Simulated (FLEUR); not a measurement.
Here is a FLEUR MaX-R8.1 (later development tree) calculation.

inp.xml

```xml
<?xml version="1.0" encoding="UTF-8" standalone="no"?>
<fleurInput fleurInputVersion="0.39">
   <comment>
      CdTe                                                                                                
   </comment>
   <calculationSetup>
      <cutoffs Kmax="4.39" Gmax="13.6" GmaxXC="13.6" numbands="0"/>
      <scfLoop itmax="60" minDistance="0.00001" maxIterBroyd="15" imix="Anderson" alpha="0.05" precondParam="0.0" spinf="2.0" sdNocoIR="T"/>
      <coreElectrons ctail="T" frcor="F" kcrel="0" coretail_lmax="0"/>
      <xcFunctional name="PBEs" relativisticCorrections="F"/>
      <magnetism jspins="1"/>
      <soc l_soc="F" theta="0.0" phi="0.0" spav="F"/>
      <expertModes spex="0" secvar="F"/>
      <geometryOptimization l_f="F" forcealpha="1.0" forcemix="BFGS" epsdisp="0.00001" epsforce="0.00001"/>
      <ldaU l_linMix="F" mixParam="0.05" spinf="1.0"/>
   </calculationSetup>
   <cell>
      <bzIntegration valenceElectrons="42.0" mode="hist" fermiSmearingEnergy="0.00183747">
         <kPointListSelection listName="default-1"/>
         <!-- k-points included here -->
         <xi:include xmlns:xi="http://www.w3.org/2001/XInclude" href="kpts.xml"> </xi:include>
      </bzIntegration>
      <!-- symmetry operations included here -->
      <xi:include xmlns:xi="http://www.w3.org/2001/XInclude" href="sym.xml"> </xi:include>
      <bulkLattice scale="1.0">
         <bravaisMatrix>
            <row-1>    0.0000000000000000     6.0565722293429998     6.0565722293429998</row-1>
            <row-2>    6.0565722293429998     0.0000000000000000     6.0565722293429998</row-2>
            <row-3>    6.0565722293429998     6.0565722293429998     0.0000000000000000</row-3>
         </bravaisMatrix>
      </bulkLattice>
   </cell>
   <atomSpecies>
      <species name="Tellurium (Te)" element="Te" atomicNumber="52">
         <mtSphere radius="2.23" gridPoints="761" logIncrement="0.017"/>
         <atomicCutoffs lmax="9" lnonsphr="9"/>
         <electronConfig flipSpins="F">
            <coreConfig>(1s1/2) (2s1/2) (2p1/2) (2p3/2) (3s1/2) (3p1/2) (3p3/2) (4s1/2) (3d3/2) (3d5/2)</coreConfig>
            <valenceConfig>(4p1/2) (4p3/2) (5s1/2) (4d3/2) (4d5/2) (5p1/2) (5p3/2)</valenceConfig>
            <stateOccupation state="(5p1/2)" spinUp="0.666667" spinDown="0.666667"/>
            <stateOccupation state="(5p3/2)" spinUp="1.333333" spinDown="1.333333"/>
         </electronConfig>
         <energyParameters s="5" p="5" d="5" f="4"/>
         <lo type="SCLO" l="1" n="4" eDeriv="0"/>
         <lo type="SCLO" l="1" n="4" eDeriv="1"/>
         <lo type="SCLO" l="2" n="4" eDeriv="0"/>
         <lo type="SCLO" l="2" n="4" eDeriv="1"/>
         <lo type="SCLO" l="0" n="5" eDeriv="2"/>
         <lo type="SCLO" l="3" n="4" eDeriv="2"/>
      </species>
      <species name="Cadmium (Cd)" element="Cd" atomicNumber="48">
         <mtSphere radius="2.48" gridPoints="847" logIncrement="0.015"/>
         <atomicCutoffs lmax="10" lnonsphr="10"/>
         <electronConfig flipSpins="F">
            <coreConfig>(1s1/2) (2s1/2) (2p1/2) (2p3/2) (3s1/2) (3p1/2) (3p3/2) (3d3/2) (3d5/2)</coreConfig>
            <valenceConfig>(4s1/2) (4p1/2) (4p3/2) (5s1/2) (4d3/2) (4d5/2)</valenceConfig>
         </electronConfig>
         <energyParameters s="5" p="5" d="4" f="4"/>
         <lo type="SCLO" l="0" n="4" eDeriv="0"/>
         <lo type="SCLO" l="1" n="4" eDeriv="0"/>
         <lo type="SCLO" l="1" n="4" eDeriv="1"/>
         <lo type="SCLO" l="2" n="4" eDeriv="2"/>
         <lo type="SCLO" l="3" n="4" eDeriv="2"/>
      </species>
   </atomSpecies>
   <atomGroups>
      <atomGroup species="Tellurium (Te)">
         <relPos label="                   1">-1.000/4.000 -1.000/4.000 -1.000/4.000</relPos>
         <force calculate="T" relaxXYZ="TTT"/>
      </atomGroup>
      <atomGroup species="Cadmium (Cd)">
         <relPos label="                   2">.0000000000 .0000000000 .0000000000</relPos>
         <force calculate="T" relaxXYZ="TTT"/>
      </atomGroup>
   </atomGroups>
   <output dos="F" band="F" slice="F">
      <checks vchk="F" cdinf="F"/>
      <bandDOS minEnergy="-.5*Htr" maxEnergy="0.5*Htr" sigma="0.015" storeEVData="T"/>
      <vacuumDOS vacdos="F" integ="F" star="F" nstars="0" locx1="0.0" locy1="0.0" locx2="0.0" locy2="0.0" nstm="0" tworkf="0.0"/>
      <unfoldingBand unfoldBand="F" supercellX="1" supercellY="1" supercellZ="1"/>
      <plotting iplot="0" polar="F">
         <plot TwoD="T" vec1="  1.0  0.0  0.0" vec2="  0.0  1.0  0.0" vec3="  0.0  0.0  1.0" zero="  0.0  0.0  0.0" file="plot"/>
      </plotting>
      <chargeDensitySlicing numkpt="0" minEigenval="0.0" maxEigenval="0.0" nnne="0" pallst="F"/>
      <specialOutput eonly="F"/>
      <moessbauerParams electricFieldGradient="T" isomerShift="T" coreHyperfine="T" valenceHyperfine="T"/>
      <magneticCircularDichroism mcd="F" energyLo="-10.0" energyUp="0.0"/>
   </output>
  <!-- We include the file relax.xml here to enable relaxations (see documentation) -->
  <xi:include xmlns:xi="http://www.w3.org/2001/XInclude" href="relax.xml"> <xi:fallback/> </xi:include>
</fleurInput>
```

The input crystal.txt:

```
CdTe
&input cartesian=F /
0.0000000000  3.2050000000  3.2050000000
3.2050000000  0.0000000000  3.2050000000
3.2050000000  3.2050000000  0.0000000000
1.8897261246
1.0 1.0 1.0

2
52 0.7500000000  0.7500000000  0.7500000000
48 0.0000000000  0.0000000000  0.0000000000

&kpt div1=7 div2=7 div3=7 gamma=T /
```

Potentials or basis: all-electron, FLAPW.

Run with:

```sh
$ inpgen -f crystal.txt -profile fastHighL
$ # inp.xml edited to the form shown
$ fleur_MPI
```

What does it give for the band gap on the k mesh?

0.76 eV, direct.

Core levels (eV from the Fermi level):
```tsv
atom	levels
1 Te	1s1/2 -31586.6, 2s1/2 -4838.4, 2p1/2 -4533.5, 2p3/2 -4259.2, 3s1/2 -958.7, 3p1/2 -833.3, 3p3/2 -782.2, 4s1/2 -158.9, 3d3/2 -560.8, 3d5/2 -550.1
2 Cd	1s1/2 -26492.2, 2s1/2 -3929.6, 2p1/2 -3658.5, 2p3/2 -3466.2, 3s1/2 -729.5, 3p1/2 -620.9, 3p3/2 -586.6, 3d3/2 -394.2, 3d5/2 -387.2
```

Caveat: spin-orbit coupling is left out, which moves the levels of the heavy elements.

**The experiment to reproduce.**

From a printed reference work, data compilation, for a bulk crystal of CdTe at 0 K: band gap 1.607 eV.

Measured gap of CdTe: 1.607 eV (0 K; a printed reference work, data compilation). This calculation gives 0.76 eV (-0.85 eV). Spin-orbit coupling on Cd, Te is left out. The value is that of PBEsol, without temperature or zero-point motion. Semilocal functionals fall short of measured gaps as a rule.
